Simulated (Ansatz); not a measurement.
**Zr under changes of volume**

One of the cells (23.719 Å³/atom); the others are scaled copies at fixed shape and fractional positions:

```
CELL_PARAMETERS angstrom
-1.81000 1.81000 1.81000
1.81000 -1.81000 1.81000
1.81000 1.81000 -1.81000
ATOMIC_POSITIONS crystal
Zr 0.00000 0.00000 0.00000
```

This isn't the form of Zr at room conditions, which is hcp.

| Property | Result |
| --- | --- |
| Program | Ansatz 0.2.0 |
| Functional | PBE |
| Potentials or basis | Ansatz PAW |
| Cutoff | 420 eV (not typed: the program's choice for these potentials) |
| k mesh | 10 × 10 × 10 |
| Occupations | fermi-dirac, width 0.05 eV |
| Spin | no spin polarisation |

| volume (Å³/atom) | energy over the lowest point (meV/atom) | pressure (GPa) |
| --- | --- | --- |
| 22.296 | 1.73 | 1.7 |
| 22.770 | 0.00 | -0.2 |
| 23.245 | 3.44 | -1.8 |
| 23.719 | 11.43 | -3.4 |
| 24.193 | 23.63 | -4.8 |
| 24.668 | 39.79 | -6.1 |
| 25.142 | ? | ? |

Task: What does the run at 25.142 Å³/atom give?

Result: Energy over the lowest point 59.73 meV/atom; pressure -7.3 GPa.

Worked out: A Birch-Murnaghan fit of order 3 (a polynomial in V^(-2/3)) to the other rows has its minimum at 22.68 Å³/atom with B0 = V·E''(V) = 83 GPa and B' = 3.4. It gives 59.40 meV/atom at 25.142 Å³/atom, against the run's 59.73, and -dE/dV = -7.2 GPa, against -7.3.

Energies are extrapolated to zero smearing.
